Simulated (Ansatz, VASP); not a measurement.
## BN in VASP and in Ansatz

Contents of INCAR:

```
PREC     = Accurate       # precision mode
ENCUT    = 520            # plane-wave cutoff, eV
EDIFF    = 1E-7           # SCF threshold, eV
ISMEAR   = 0              # smearing method
SIGMA    = 0.05           # smearing width, eV
LREAL    = False          # projectors in reciprocal space
LASPH    = True           # aspherical terms in the spheres
NELM     = 100            # most SCF steps
ALGO     = Normal         # electronic algorithm
ISIF     = 2              # what is computed and relaxed
LWAVE    = False          # write WAVECAR
LCHARG   = False          # write CHGCAR
GGA      = PE             # functional
NBANDS   = 11             # bands
```

KPOINTS

```
Automatic mesh
0
Gamma
  12 12 12
```

File POSCAR:

```
BN
1.0
    0.0000000000      1.8130010000      1.8130010000
    1.8130010000      0.0000000000      1.8130010000
    1.8130010000      1.8130010000      0.0000000000
B N
1 1
Direct
    0.0000000000      0.0000000000      0.0487525090
    0.7500000000      0.7500000000      0.7500000000
```

Input for Ansatz:

```yaml
crystal:
  lattice:
    - [0.0, 1.813001, 1.813001]
    - [1.813001, 0.0, 1.813001]
    - [1.813001, 1.813001, 0.0]
  atoms:
    - { symbol: B, position: [0.0, 0.0, 0.048752509] }
    - { symbol: "N", position: [0.75, 0.75, 0.75] }
basis:
  ecutwfc: 420
kpoints:
  mp_grid: { grid: [12, 12, 12] }
hamiltonian:
  xc: pbe
scf:
  occupations: { method: gaussian, width: 0.05 }
output:
  forces: true
  stress: true
  eigenvalues: true
```

Change from the starting cell: all B atoms moved +0.125 Å, as atom 1 along Cartesian [1 1 0].

Alike in both runs: task single point; functional PBE; k mesh 12 × 12 × 12; occupations gaussian, width 0.05 eV; no spin polarisation.

```csv
,VASP,Ansatz
version,VASP 6.6.1,Ansatz 0.2.0
potentials or method,"VASP PAW PBE potentials, release 64 (B, N)","scalar-relativistic, plane waves, PAW"
plane-wave cutoff (eV),520,420
valence electrons in the cell,8,8
```

Ansatz gave:

| Item | Value |
| --- | --- |
| gap on the k mesh at the Fermi level (eV) | 3.32 |
| least direct gap on the mesh (eV) | 7.22 |
| pressure (GPa) | 4.1 |
| largest component of the traceless stress (GPa) | 4.84 |
| rms of the force components (eV/Å) | 1.747 |

Task: What did VASP give for the same quantities?

Result: gap on the k mesh at the Fermi level (eV): 3.31; least direct gap on the mesh (eV): 7.22; pressure (GPa): 4.3; largest component of the traceless stress (GPa): 4.82; rms of the force components (eV/Å): 1.754.

Atom by atom the forces differ by 0.007 eV/Å (rms over components).

Caveats: forces of over 1 eV/Å show positions far from the minimum, so gaps and moduli don't describe the material at rest. A k mesh can miss the band edges.
